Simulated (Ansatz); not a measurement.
# ZnS: the cost of one run

Computed with Ansatz 0.2.0, driven from Python. Level of theory: DFT r2SCAN+U, plane waves, PAW.

## Step 1: The system

It takes space group R3m (No. 160, trigonal). Conventional cell: a = 3.806 Å, b = 3.806 Å, c = 28.056 Å, α = 90.00°, β = 90.00°, γ = 120.00°. Zn (site symmetry 3m) has 4 S at 2.33 to 2.34 Å as nearest neighbours. Zn (site symmetry 3m) has 4 S at 2.33 Å as nearest neighbours. Around S (site symmetry 3m) lie 4 Zn at 2.33 to 2.34 Å. S (site symmetry 3m) is surrounded by 4 Zn at 2.33 Å.

No structure file is read: the coordinates are typed or built in the script.

## Step 2: The script

File run_plus_u.py:

```python
"""DFT+U scan for ZnS."""

import warnings

import ansatz as az
import numpy as np


def count_gap(report):
    # lowest empty less highest filled band, counting bands; zero where they overlap
    return max(report.get("gap_by_band_count_ev") or 0.0, 0.0)


def main() -> None:
    warnings.simplefilter("ignore", az.DeckWarning)

    lattice = az.Lattice.of(
        (1.903071, 1.098739, 9.351948),
        (-1.903071, 1.098739, 9.351948),
        (0.0, -2.197477, 9.351948),
    )
    sites = [
        ("Zn", (0.999971, 0.999971, 0.999971)),
        ("Zn", (0.222269, 0.222269, 0.222269)),
        ("Zn", (0.444613, 0.444613, 0.444613)),
        ("S", (0.083267, 0.083267, 0.083267)),
        ("S", (0.527842, 0.527842, 0.527842)),
        ("S", (0.305363, 0.305363, 0.305363)),
    ]
    xtal = az.Crystal(lattice=lattice)
    for symbol, position in sites:
        xtal = xtal.atom(symbol, position)

    calculation = (
        xtal.calculation()
        .basis(500)  # a bare number is in eV
        .occupations("fermi_dirac", width=0.01)  # the run then minimises F = E - TS
        .kpoints(6, 6, 6)  # sampling of the Brillouin zone
        .functional("r2SCAN")
        .band_table()  # levels at the mesh points
    )
    rows = []
    for u in [1.0, 3.0, 5.0, 7.0]:
        data = calculation.hubbard("Zn", "d", u_eff=u).run().report
        shell = data["hubbard"]["n_scf"]
        rows.append((u, count_gap(data), sum(shell) / len(shell), data["n_iterations"]))
    print("      U_eff eV  gap by band count eV  Zn d occupation (projector)      iterations")
    for row in rows:
        print(f"{str(row[0]):>14s}  {row[1]:20.3f}  {row[2]:27.4f}  {row[3]:14d}")
    print("eigenvalues of the first occupation matrix at the last U, by spin:")
    for channel in data["hubbard"]["n_eig"][0]:
        print("  ", " ".join(f"{n:.3f}" for n in channel))


if __name__ == "__main__":
    main()
```

## Step 3: The calls as engine input

The engine receives this input (first run):

```yaml
crystal:
  lattice:
    - [1.903071, 1.098739, 9.351948]
    - [-1.903071, 1.098739, 9.351948]
    - [0.0, -2.197477, 9.351948]
  atoms:
    - { symbol: Zn, position: [0.999971, 0.999971, 0.999971] }
    - { symbol: Zn, position: [0.222269, 0.222269, 0.222269] }
    - { symbol: Zn, position: [0.444613, 0.444613, 0.444613] }
    - { symbol: S, position: [0.083267, 0.083267, 0.083267] }
    - { symbol: S, position: [0.527842, 0.527842, 0.527842] }
    - { symbol: S, position: [0.305363, 0.305363, 0.305363] }
basis:
  ecutwfc: 500.0
kpoints:
  mp_grid:
    grid: [6, 6, 6]
hamiltonian:
  xc: r2scan
  hubbard:
    - { species: Zn, l: d, u_eff: 1.0 }
scf:
  occupations:
    method: fermi_dirac
    width: 0.01
output:
  eigenvalues: true
```

## Step 4: Launch

Launch:

```sh
python run_plus_u.py
```

Q: Estimate wall time and peak memory on 1 thread of Arm Neoverse V1, shared host.

About 2.1 min, with a peak of 0.69 GiB.
